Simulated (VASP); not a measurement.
Crystal: Te.

```
Te
1.0
     4.45400    0.00000    0.00000
    -2.22700    3.85728    0.00000
     0.00000    0.00000    5.92400
Te
3
Cartesian
  1.1981 0.0000 1.9747
  -0.5991 1.0376 3.9493
  1.6279 2.8197 0.0000
```

| Quantity | Value |
| --- | --- |
| Program | VASP 6.6.1 |
| Task | relaxation of cell and atoms |
| Functional | PBE |
| Potentials or basis | VASP PAW PBE potentials, release 64 (Te) |
| Cutoff | 300 eV |
| k mesh | 5 × 5 × 3 |
| Occupations | gaussian, width 0.03 eV |
| Spin | no spin polarisation |

At the start: pressure 1.5 GPa; volume 33.93 Å³/atom.

Task: Where does the relaxation end?

Result: Over 10 steps the energy falls by 5.0 meV/atom and the volume is 35.09 Å³/atom (+3.4 %); space group P3_121 (No. 152, to 0.05 Å).

The path:
```tsv
step	energy change (eV)	largest force (eV/Å)	pressure (GPa)	volume (Å³)
1	0.0000	0.1731	1.48	101.78
2	-0.0082	0.1000	-0.84	106.46
3	-0.0139	0.0016	0.01	104.58
4	-0.0143	0.0016	0.02	104.66
5	-0.0150	0.0114	0.01	104.92
6	-0.0150	0.0128	0.02	104.96
7	-0.0150	0.0130	0.02	104.96
8	-0.0150	0.0133	-0.01	105.08
9	-0.0150	0.0137	-0.04	105.27
10	-0.0151	0.0098	-0.03	105.27
```

Final structure:
```
Te
1.0
     4.52477    0.00000    0.00000
    -2.26238    3.91856    0.00000
     0.00000    0.00000    5.93696
Te
3
Direct
  0.26959 0.00000 0.33333
  0.00000 0.26959 0.66667
  0.73041 0.73041 0.00000
```
